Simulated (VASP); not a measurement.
# Li (a cell with a defect) in VASP: a series of runs, part 2 of 2

VASP 6.6.1.

## 3. Single point, PBE

Input file INCAR:

```
SYSTEM = Li
  ALGO = Fast
  EDIFF = 1E-7
  ENCUT = 520
  GGA = PE
  ISIF = 2
  ISMEAR = 1
  LASPH = .TRUE.
  LCHARG = .FALSE.
  LREAL = Auto
  LWAVE = .FALSE.
  NBANDS = 36
  NELM = 80
  PREC = Accurate
  SIGMA = 0.1
```

Input file KPOINTS:

```
k-points
0
G
  2 2 2
  0 0 0
```

Input file POSCAR:

```
Li
1.0
    6.8672126126      0.0000000000      0.0000000000
    0.0000000000      6.8672126126      0.0000000000
    0.0000000000      0.0000000000      6.8672126126
Li
15
Direct
    0.0008084794      0.0008096444      0.5013048516
    0.0008084794      0.5013033955      0.0008076057
    0.0124532332      0.4804573829      0.4804591304
    0.5013041236      0.0008096444      0.0008076057
    0.4804586935      0.0124542525      0.4804595672
    0.4804582567      0.4804572373      0.0124525051
    0.5084987457      0.5084978720      0.5084994738
    0.0816909322      0.0816920972      0.0816902041
    0.2513904982      0.2513918088      0.7398783592
    0.2513904982      0.7398774855      0.2513900614
    0.2355208862      0.7651161099      0.7651175661
    0.7398780679      0.2513916632      0.2513900614
    0.7651175661      0.2355220511      0.7651180030
    0.7651171292      0.7651161099      0.2355204493
    0.7584375632      0.7584365439      0.7584378545
```

Potentials or basis: VASP PAW PBE potentials, release 64 (Li_sv).

On the command line:

```sh
$ cat potpaw_PBE.64/Li_sv/POTCAR > POTCAR
$ mpirun -np 1 vasp_std > vasp.out
```

OUTCAR:

```text
SYSTEM = Li
   EDIFF = 1E-7
   ENCUT = 520
   GGA = PE
   ISIF = 2
   ISMEAR = 1
   LASPH = .TRUE.
   LREAL = Auto
   NELM = 80
   PREC = Accurate

 ion  position               nearest neighbor table
   1  0.001  0.001  0.501-
   2  0.001  0.501  0.001-
   3  0.012  0.480  0.480-
   4  0.501  0.001  0.001-
   5  0.480  0.012  0.480-
   6  0.480  0.480  0.012-
   7  0.508  0.508  0.508-
   8  0.082  0.082  0.082-
   9  0.251  0.251  0.740-
  10  0.251  0.740  0.251-
  11  0.236  0.765  0.765-
  12  0.740  0.251  0.251-
  13  0.765  0.236  0.765-
  14  0.765  0.765  0.236-
  15  0.758  0.758  0.758-

  LATTYP: Found a simple cubic cell.
 ALAT       =     6.8672126126

  Lattice vectors:

 A1 = (   6.8672126126,   0.0000000000,   0.0000000000)
 A2 = (   0.0000000000,   6.8672126126,   0.0000000000)
 A3 = (   0.0000000000,   0.0000000000,   6.8672126126)

Analysis of symmetry for initial positions (statically):
=====================================================================
 Subroutine PRICEL returns:
 Original cell was already a primitive cell.

 Routine SETGRP: Setting up the symmetry group for a
 simple cubic supercell.

 Subroutine GETGRP returns: Found  6 space group operations
 (whereof  6 operations were pure point group operations)
 out of a pool of 48 trial point group operations.

The static configuration has the point symmetry C_3v.

Analysis of symmetry for dynamics (positions and initial velocities):
=====================================================================
 Subroutine PRICEL returns:
 Original cell was already a primitive cell.

 Routine SETGRP: Setting up the symmetry group for a
 simple cubic supercell.

 Subroutine GETGRP returns: Found  6 space group operations
 (whereof  6 operations were pure point group operations)
 out of a pool of 48 trial point group operations.

The dynamic configuration has the point symmetry C_3v.

 Subroutine INISYM returns: Found  6 space group operations
 (whereof  6 operations are pure point group operations),
 and found     1 'primitive' translations

----------------------------------------------------------------------------------------

                                     Primitive cell

  volume of cell :     323.8482

  direct lattice vectors                    reciprocal lattice vectors
     6.867212613  0.000000000  0.000000000     0.145619490  0.000000000  0.000000000
     0.000000000  6.867212613  0.000000000     0.000000000  0.145619490  0.000000000
     0.000000000  0.000000000  6.867212613     0.000000000  0.000000000  0.145619490

  length of vectors
     6.867212613  6.867212613  6.867212613     0.145619490  0.145619490  0.145619490
[... 65 lines left out ...]
  0.500000  0.000000  0.000000      3.000000
  0.500000  0.500000  0.000000      3.000000
  0.500000  0.500000  0.500000      1.000000
   k-points           NKPTS =      4   k-points in BZ     NKDIM =      4   number of bands    NBANDS=     36
   number of dos      NEDOS =    301   number of ions     NIONS =     15
   total plane-waves  NPLWV = 157464
   dimension x,y,z NGX =    54 NGY =   54 NGZ =   54
   dimension x,y,z NGXF=   108 NGYF=  108 NGZF=  108
   ions per type =              15
   NGX,Y,Z   is equivalent  to a cutoff of  13.07, 13.07, 13.07 a.u.
   NGXF,Y,Z  is equivalent  to a cutoff of  26.15, 26.15, 26.15 a.u.
 SYSTEM =  Li
   PREC   = accura    normal or accurate (medium, high low for compatibility)
   ISTART =      0    job   : 0-new  1-cont  2-samecut
   ICHARG =      2    charge: 1-file 2-atom 10-const
   ISPIN  =      1    spin polarized calculation?
   LNONCOLLINEAR =      F non collinear calculations
   LSORBIT =      F    spin-orbit coupling
   LASPH  =      T    aspherical Exc in radial PAW
   ENCUT  =  520.0 eV  38.22 Ry    6.18 a.u.  12.77 12.77 12.77*2*pi/ulx,y,z
   NELM   =     80;   NELMIN=  2; NELMDL= -5     # of ELM steps
   EDIFF  = 0.1E-06   stopping-criterion for ELM
   LREAL  =      T    real-space projection
   EDIFFG = 0.1E-05   stopping-criterion for IOM
   NSW    =      0    number of steps for IOM
   IBRION =     -1    ionic relax: 0-MD 1-quasi-New 2-CG
   NFREE  =      0    steps in history (QN), initial steepest desc. (CG)
   ISIF   =      2    stress and relaxation
   ISYM   =      2    0-nonsym 1-usesym 2-fastsym
   POTIM  = 0.5000    time-step for ionic-motion
   TEBEG  =    0.0;   TEEND  =   0.0 temperature during run
   PSTRESS=    0.0 pullay stress
   NELECT =      45.0000    total number of electrons
   NUPDOWN=      -1.0000    fix difference up-down
   EMIN   =  10.00;   EMAX   =-10.00  energy-range for DOS
   EFERMI =   0.00;   METHOD = LEGACY
   ISMEAR =     1;   SIGMA  =   0.10  broadening in eV -4-tet -1-fermi 0-gaus
   EFERMI_NEDOS =   21; number of points for ismear=-14 and -15
   IALGO  =     68    algorithm
   IMIX   =      4    mixing-type and parameters
     AMIX     =   0.40;   BMIX     =  1.00
     AMIX_MAG =   1.60;   BMIX_MAG =  1.00
  volume/ion in A,a.u.               =      21.59       145.70
  Fermi-wavevector in a.u.,A,eV,Ry     =   0.847940  1.602374  9.782622  0.719002
  Thomas-Fermi vector in A             =   1.963525
   LORBIT       =      0    0 simple, 1 ext, 2 COOP (PROOUT), +10 PAW based schemes
   GGA     = PE    functional components
   LHFCALC =     F    Hartree Fock is set to
   AEXX    =    0.0000 exact exchange contribution
   IVDW    =     0    specifies the selected vdW correction
   LEPSILON=     F    determine dielectric tensor
   LRPA    =     F    only Hartree local field effects (RPA)
 non-spin polarized calculation
 RMM-DIIS sequential band-by-band and
 Methfessel and Paxton  Order N= 1 SIGMA  =   0.10
  energy-cutoff  :      520.00
  volume of cell :      323.85
 maximum number of plane-waves:      8744
 NGX is ok and might be reduce to    54
   NGX = 25   NGY = 25   NGZ = 25

 number of electron      45.0000024 magnetization

 Free energy of the ion-electron system (eV)
  ---------------------------------------------------
  ext. energy  EPLUGINS =         0.00000000
  ---------------------------------------------------
  free energy    TOTEN  =       -27.41725568 eV

  energy without entropy =      -27.40584046  energy(sigma->0) =      -27.41345061

 E-fermi :   0.3602     XC(G=0):  -6.8818

 val. band max:        0.3438833760   @ k =   0.5000   0.5000   0.0000
 cond. band min:       0.3697245954   @ k =   0.5000   0.5000   0.0000
 fundamental gap:      0.0258412194
 Fermi energy:         0.3601553713

 k-point     1 :       0.0000    0.0000    0.0000
  band No.  band energies     occupation
      1     -46.4121      2.00000
      2     -46.3960      2.00000
      3     -46.2483      2.00000
      4     -46.2351      2.00000
      5     -46.2338      2.00000
      6     -46.2336      2.00000
[... 137 lines left out ...]
     33       3.2430      0.00000
     34       3.2753      0.00000
 [bands above 34 left out]

------------------------ aborting loop because EDIFF is reached ----------------------------------------

  FORCE on cell =-STRESS in cart. coord.  units (eV):
  Direction    XX          YY          ZZ          XY          YZ          ZX
  --------------------------------------------------------------------------------------
  -------------------------------------------------------------------------------------
  Total       -0.7150315     -0.7150315     -0.7150315      0.1727397      0.1727397      0.1727397
  in kB       -3.5374823     -3.5374823     -3.5374823      0.8545968      0.8545968      0.8545968
  external PRESSURE =      -3.5374823 kB  Pullay stress =       0.0000000 kB

 VOLUME and BASIS-vectors are now :
 -----------------------------------------------------------------------------
  energy-cutoff  :      520.00
  volume of cell :      323.85
      direct lattice vectors                 reciprocal lattice vectors
     6.867212613  0.000000000  0.000000000     0.145619490  0.000000000  0.000000000
     0.000000000  6.867212613  0.000000000     0.000000000  0.145619490  0.000000000
     0.000000000  0.000000000  6.867212613     0.000000000  0.000000000  0.145619490

 POSITION                                       TOTAL-FORCE (eV/Angst)
 -----------------------------------------------------------------------------------
      0.00555      0.00556      3.44257         0.004597      0.004597     -0.003963
      0.00555      3.44256      0.00555         0.004597     -0.003963      0.004597
      0.08552      3.29940      3.29942        -0.002872      0.003512      0.003512
      3.44256      0.00556      0.00555        -0.003963      0.004597      0.004597
      3.29941      0.08553      3.29942         0.003512     -0.002872      0.003512
      3.29941      3.29940      0.08551         0.003512      0.003512     -0.002872
      3.49197      3.49196      3.49197         0.009067      0.009067      0.009067
      0.56099      0.56100      0.56098        -0.055239     -0.055239     -0.055239
      1.72635      1.72636      5.08090         0.006901      0.006901     -0.000675
      1.72635      5.08090      1.72635         0.006901     -0.000675      0.006901
      1.61737      5.25422      5.25423         0.004257     -0.003906     -0.003906
      5.08090      1.72636      1.72635        -0.000675      0.006901      0.006901
      5.25423      1.61738      5.25423        -0.003906      0.004257     -0.003906
      5.25422      5.25422      1.61737        -0.003906     -0.003906      0.004257
      5.20835      5.20835      5.20835         0.027216      0.027216      0.027216
 -----------------------------------------------------------------------------------
    total drift:                                0.006784      0.006025      0.006474

  FREE ENERGIE OF THE ION-ELECTRON SYSTEM (eV)
  ---------------------------------------------------
  free  energy   TOTEN  =       -27.4172556807 eV

  energy  without entropy=      -27.4058404562  energy(sigma->0) =      -27.41345061
```

Run time: 2.4 min. Hardware: 1 thread of Intel Xeon Platinum 8488C (Sapphire Rapids), shared host; peak memory 0.36 GiB.

Results:

```
Free energy            : -27.4173 eV
Largest force          : 0.096 eV/Å
Band gap on the k mesh : none (metal or under the smearing width)
```

Forces on the atoms (eV/Å):
```
Li   0.005  0.005 -0.004
Li   0.005 -0.004  0.005
Li  -0.003  0.004  0.004
Li  -0.004  0.005  0.005
Li   0.004 -0.003  0.004
Li   0.004  0.004 -0.003
Li   0.009  0.009  0.009
Li  -0.055 -0.055 -0.055
Li   0.007  0.007 -0.001
Li   0.007 -0.001  0.007
Li   0.004 -0.004 -0.004
Li  -0.001  0.007  0.007
Li  -0.004  0.004 -0.004
Li  -0.004 -0.004  0.004
Li   0.027  0.027  0.027
```

Caveat: the k mesh is coarse (spacing up to 0.46 Å⁻¹), so the values aren't converged; the cutoff is under 1.25 times the usual one of these potentials, so pressure, stress and relaxed cells hold a basis-set (Pulay) error.
